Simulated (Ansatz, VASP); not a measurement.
# Co8F (F/Co(0001)): VASP beside Ansatz

One calculation is typed for both programs; each brings its own data sets. How far apart do they land? Of the first pair: The structure shown is the start of the Ansatz relaxation below; VASP solves that cell, so the two are compared at the walk's first step.

Method: plane waves, with VASP 6.6.1 beside it; single point at PBE, in Ansatz 0.2.0.

## (1) The structure

The cell holds 18 atoms: 16 Co and 2 F. Its edges and angles: a = 5.020 Å, b = 5.020 Å, c = 25.232 Å, α = 90.0°, β = 90.0°, γ = 60.0°. Vacuum lies along c.

## (2) Ansatz: relaxation, PBE

Ansatz runs on its PAW soft_1 files.

The two programs are compared at the cell with which this relaxation starts, whose forces are those of its first step.

File input.yaml:

```yaml
crystal:
  lattice:
    - [5.02, 0.0, 0.0]
    - [2.51, 4.347447527, 0.0]
    - [0.0, 0.0, 25.2315073062]
  atoms:
    - { symbol: Co, position: [0.3333333333, 0.3333333333, 0.3566968826], spin: 1.82 }
    - { symbol: Co, position: [0.0, 0.0, 0.4373741872], spin: 1.76 }
    - { symbol: Co, position: [0.3333333333, 0.3333333333, 0.5184353712], spin: 1.74 }
    - { symbol: Co, position: [0.0, 0.0, 0.5955323834], spin: 1.79 }
    - { symbol: Co, position: [0.3333333333, 0.8333333333, 0.3566968826], spin: 1.82 }
    - { symbol: Co, position: [0.0, 0.5, 0.4373741872], spin: 1.76 }
    - { symbol: Co, position: [0.3333333333, 0.8333333333, 0.5184353712], spin: 1.74 }
    - { symbol: Co, position: [0.0, 0.5, 0.5955323834], spin: 1.79 }
    - { symbol: Co, position: [0.8333333333, 0.3333333333, 0.3566968826], spin: 1.82 }
    - { symbol: Co, position: [0.5, 0.0, 0.4373741872], spin: 1.76 }
    - { symbol: Co, position: [0.8333333333, 0.3333333333, 0.5184353712], spin: 1.74 }
    - { symbol: Co, position: [0.5, 0.0, 0.5955323834], spin: 1.79 }
    - { symbol: Co, position: [0.8333333333, 0.8333333333, 0.3566968826], spin: 1.82 }
    - { symbol: Co, position: [0.5, 0.5, 0.4373741872], spin: 1.76 }
    - { symbol: Co, position: [0.8333333333, 0.8333333333, 0.5184353712], spin: 1.74 }
    - { symbol: Co, position: [0.5, 0.5, 0.5955323834], spin: 1.79 }
    - { symbol: F, position: [0.1666666667, 0.1666666667, 0.6433031174] }
    - { symbol: F, position: [0.6666666667, 0.1666666667, 0.6433031174] }
magnetization:
  spin_polarized: true
kpoints:
  mp_grid: { grid: [6, 6, 1] }
hamiltonian:
  xc: pbe
  pseudopotentials: { kind: paw, azcp: { folder: soft_1 } }
scf:
  occupations: { method: fermi_dirac, width: 0.1 }
  convergence: { dr2_threshold: 1.0e-08 }
efield:
  axis: 3
  dipole_correction: true
  ramp_position: 0.97
  ramp_width: 0.06
relax:
  f_tol: 0.02
  max_steps: 60
  constraints: [{ sites: [0, 1, 4, 5, 8, 9, 12, 13] }]
output:
  dos: { projected: true, e_range: [-8, 4] }
  write_potential: true
  write_density: true
  volumetric_format: npy
  elf: true
```

Launch:

```console
> ansatz run input.yaml --threads 4 --pin off --max-ram 16384MiB --backend cpu --events-out ev --progress --plain --runs-dir out
```

Numbers of over 12 decimals in the logs are rounded to 6 here.

The log of the run:

```text
Engine: ansatz 0.2.0, aarch64-unknown-linux-gnu
Pseudopotentials: kind: paw
Pseudopotential: Co, paw, valence charge 17, recommended cutoff 420 eV (normal), soft_1/Co.paw.azcp
Pseudopotential: F, paw, valence charge 7, recommended cutoff 420 eV (normal), soft_1/F.paw.azcp
Functional definition: PBE
  parameter kappa = 0.804
  parameter beta = 0.066725
  exchange = pbe_x(kappa = kappa, mu = beta*pi^2/3)
  correlation = pbe_c(beta = beta)
Crystal: 18 atoms, lattice volume = 550.657 Å³
Basis set: ecut = 420 eV, 10867 PW (Γ), exchange–correlation on 72×72×360 points (8 copies of the dense FFT grid, shifted against one another)
Bands: 189, of which v1, the nominal top of the filled ones, is band 143 counted from 1 (142 counted from 0)
Symmetry: 4 space group operations
k-points: 13 of 36 (time reversal used)
Non-local potential: Co, projectors of the file, l = 0: 3, l = 1: 2, l = 2: 3, l = 3: 1
Non-local potential: F, projectors of the file, l = 0: 2, l = 1: 2, l = 2: 1
PAW form: soft (Blöchl's): semilocal exchange-correlation on the pseudo side does not see the compensation charge
PAW one-centre angular grid: Co, 590 points (default); XC on 64 Gauss nodes
PAW one-centre angular grid: F, 110 points (default); XC on 64 Gauss nodes
Initial density: superposition of atomic densities (neutral atoms: chi_scale 0, normalization atom)
Starting moments: Σ|m| = 28.44 μB on 16 of 18 sites
Initial wavefunctions: pseudopotential atomic-orbital guess
Functional: x = pbe(κ = 0.804, μ = 0.219515), c = pbe(β = 0.066725)
SCF iter   1: F=—  HF=-83621.649866 eV  |F-HF|=—  |Δ(HF+E_count)|=         —  Δρ=4.18e-2 (↑1.68e-2 ↓4.18e-2)  dr2=2.36e1  dr2_m=2.47e0  M=28.382 μB ∫|m|=29.245 μB  β_m=1.00  ethr=3.10e-3  p=-0.000 e·Å  D=-3.99e-7 V/Å  ΔV_dip=0.00 eV  dr2_dipole=1.69e-1  V_vac-E_F(+/−)=7.40/7.40 eV  ⟨swp⟩=8.8  Hψ=24648  notcnv=0  defer=290
Mixer restart at iter 1: flushing history
efield: sawtooth ramp at fractional position 0.9700 (set: `efield.ramp_position`, or a place that a band, a saddle search or an elastic batch's reference lends), width 0.0600; the density the first Hamiltonian is built on has a dipole p = -0.000 e·Å; the dipole correction subtracts the counter field D = -3.99e-7 V/Å, which shifts the + side's vacuum level by +0.00 eV against the − side's; the planar-averaged density in the ramp window peaks in size at 3.0e-6 e/Å³
preconditioner: auto → LDOS  [metal: Δε(μ)=0.004 eV  Ē_g=8.221 eV  σ=0.100 eV  W_gap=0.01  n_scr=108 (ndim 8)  ℏωp=19.9 eV  f_vac=0.607  D(μ)=17.70/eV (n_scr^D=108)]
spin=Collinear: LDOS preconditioning applied to the charge; magnetization (m = ρ↑ − ρ↓) channel mixes plain (no charge-response kernel on spin).
SCF iter   2: F=—  HF=-83618.333794 eV  |F-HF|=—  |Δ(HF+E_count)|=    3.32e0  Δρ=1.87e-2 (↑1.87e-2 ↓1.05e-2)  dr2=4.30e0  dr2_m=2.15e-1  M=28.319 μB ∫|m|=30.236 μB  β_m=0.34  ethr=3.10e-3  p=0.060 e·Å  D=1.97e-2 V/Å  ΔV_dip=-0.50 eV  dr2_dipole=2.50e-2  V_vac-E_F(+/−)=6.16/6.65 eV  ⟨swp⟩=2.8  Hψ=8493  notcnv=0  defer=496
density mixer auto → msr1: a metal under ldos (density of states about μ 2.92 of a free-electron gas's, 108 screened modes)
SCF iter   3: F=—  HF=-83623.412228 eV  |F-HF|=—  |Δ(HF+E_count)|=    5.08e0  Δρ=9.08e-3 (↑9.08e-3 ↓5.57e-3)  dr2=1.01e0  dr2_m=5.63e-2  M=28.248 μB ∫|m|=30.365 μB  β_m=0.51  ethr=1.50e-3  p=0.080 e·Å  D=2.63e-2 V/Å  ΔV_dip=-0.66 eV  dr2_dipole=2.83e-6  V_vac-E_F(+/−)=5.50/6.16 eV  ⟨swp⟩=3.2  Hψ=8056  notcnv=0  defer=515
SCF iter   4: F=—  HF=-83628.247212 eV  |F-HF|=—  |Δ(HF+E_count)|=    4.83e0  Δρ=5.75e-3 (↑5.75e-3 ↓5.35e-3)  dr2=4.53e-1  dr2_m=1.33e-2  M=28.045 μB ∫|m|=30.510 μB  β_m=0.71  ethr=3.54e-4  p=0.063 e·Å  D=2.05e-2 V/Å  ΔV_dip=-0.52 eV  dr2_dipole=3.51e-2  V_vac-E_F(+/−)=4.96/5.48 eV  ⟨swp⟩=2.5  Hψ=7961  notcnv=0  defer=528
SCF iter   5: F=—  HF=-83629.024904 eV  |F-HF|=—  |Δ(HF+E_count)|=   7.78e-1  Δρ=1.72e-3 (↑1.72e-3 ↓1.69e-3)  dr2=7.49e-2  dr2_m=1.89e-3  M=27.851 μB ∫|m|=30.368 μB  β_m=0.77  ethr=1.58e-4  p=0.020 e·Å  D=6.54e-3 V/Å  ΔV_dip=-0.17 eV  dr2_dipole=7.66e-3  V_vac-E_F(+/−)=5.00/5.16 eV  ⟨swp⟩=2.5  Hψ=9098  notcnv=0  defer=519
SCF iter   6: F=—  HF=-83629.046436 eV  |F-HF|=—  |Δ(HF+E_count)|=         —  Δρ=1.31e-3 (↑1.31e-3 ↓9.85e-4)  dr2=3.23e-2  dr2_m=2.27e-3  M=27.715 μB ∫|m|=30.258 μB  β_m=0.77  ethr=2.62e-5  p=0.005 e·Å  D=1.55e-3 V/Å  ΔV_dip=-0.04 eV  dr2_dipole=3.50e-4  V_vac-E_F(+/−)=5.02/5.06 eV  ⟨swp⟩=3.2  Hψ=10415  notcnv=0  defer=521
SCF iter   7: F=—  HF=-83629.042422 eV  |F-HF|=—  |Δ(HF+E_count)|=   4.01e-3  Δρ=1.15e-3 (↑1.10e-3 ↓1.15e-3)  dr2=2.04e-2  dr2_m=1.37e-4  M=27.708 μB ∫|m|=30.266 μB  β_m=0.60  ethr=1.13e-5  p=0.000 e·Å  D=6.21e-5 V/Å  ΔV_dip=-0.00 eV  dr2_dipole=9.95e-6  V_vac-E_F(+/−)=5.01/5.01 eV  ⟨swp⟩=2.2  Hψ=9059  notcnv=0  defer=521
[...]
k-point 1 ↑: bands = [... 139 lower, 1.4877, 1.5301, 1.5370, 1.6032, 1.6036, 1.6092, 1.6185, 1.6335, ... 42 higher]
  k-point 2 ↑: bands = [... 139 lower, 1.2367, 1.2826, 1.3140, 1.3640, 1.4093, 1.4343, 1.4393, 1.4528, ... 42 higher]
  k-point 12 ↓: bands = [... 139 lower, 3.0724, 3.1676, 3.2197, 3.2296, 3.3108, 3.3382, 3.3913, 3.4076, ... 42 higher]
--- Relaxed structure (6 steps of the walk, 5 accepted, 0 SCFs on fresh bases) ---
  F+E_penalty+E_count = -83629.87602407 eV   max|allowed force component| = 6.821e-3 eV/Å
  atoms:
    - { symbol: Co, position: [0.333333, 0.333333, 0.3566968826] }
    - { symbol: Co, position: [-4.8957751432764197e-17, 0.0, 0.4373741872] }
    - { symbol: Co, position: [0.333643, 0.332713, 0.517872] }
    - { symbol: Co, position: [0.00546598, -0.010932, 0.598383] }
    - { symbol: Co, position: [0.33333333335, 0.8333333333, 0.3566968826] }
    - { symbol: Co, position: [-2.7755575615628914e-17, 0.500000, 0.4373741872] }
    - { symbol: Co, position: [0.332257, 0.835487, 0.517517] }
    - { symbol: Co, position: [-0.00500817, 0.510016, 0.594293] }
    - { symbol: Co, position: [0.833333, 0.333333, 0.3566968826] }
    - { symbol: Co, position: [0.500000, 0.0, 0.4373741872] }
    - { symbol: Co, position: [0.833643, 0.332713, 0.517872] }
    - { symbol: Co, position: [0.505466, -0.010932, 0.598383] }
    - { symbol: Co, position: [0.833333, 0.8333333333, 0.3566968826] }
    - { symbol: Co, position: [0.500000, 0.500000, 0.4373741872] }
    - { symbol: Co, position: [0.832257, 0.835487, 0.517517] }
    - { symbol: Co, position: [0.494992, 0.510016, 0.594293] }
    - { symbol: F, position: [0.151290, 0.197419, 0.652396] }
    - { symbol: F, position: [0.651290, 0.197419, 0.652396] }
```

The column dr2 measures how far the density is from self-consistency, as an energy; F and HF (Harris–Foulkes) agree once it is small.

(Part 1 of 3 ends here.)

[Lines on the potential files, build, host, timing and source positions are cut from VASP's logs without a mark.]

[Logs are printed without paths, hosts, clocks, repeated set-up lines and the standing remarks that a program may print on its own settings, such as how far it seeks lower states.]

[Hosts, paths, dates, database ids (printed as entryN), source tags and the programs' standing remarks are cut or masked in the printed files.]
